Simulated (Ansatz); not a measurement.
**GaP: energy along a strain**

GaP, F-43m, a = 5.451 Å (as given, not relaxed at this level: 0.0 GPa). Ansatz: r2SCAN, PAW, 500 eV, Γ-centred 8×8×8 mesh on 2 atoms, Gaussian smearing 0.05 eV; no spin polarisation. Cell vectors (Å): 0.000 2.725 2.725; 2.725 0.000 2.725; 2.725 2.725 0.000. The cell is strained by x per cent times the pattern (0 1 0 0 0 0) in the order xx yy zz yz xz xy (engineering shears), with fractional coordinates held. y is the free energy over the start, V0 = 20.240 Å³/atom.

```
x (%) y (meV/atom)
-6.00             ?
-4.50         19.09
-3.00          8.45
-1.50          2.13
 0.00          0.00
 1.50          1.92
 3.00          7.76
 4.50         17.38
 5.25         23.56
 6.00         30.62
```

Q: Fit y = c1 x + c2 x² + c3 x³ to the other rows, get the stiffness along the pattern, and predict the missing energy.

A: Least squares on the rows shown. y = −0.052646 x + 0.90043 x² − 0.0068231 x³. The clamped-ion stiffness p·C·p = 2 × 9.004 eV × 160.2 / 20.240 Å³ = 143 GPa, which is C22 in these axes (C11 of the cubic crystal); c1 is there for the stress left in the start, which by itself gives a slope of -0.05 meV/atom per %. At x = -6.00 the fit asked for gives 34.21 meV/atom. The run gave 34.16 meV/atom, so the fit is 0.05 meV/atom too high, a small miss on the scale of the series.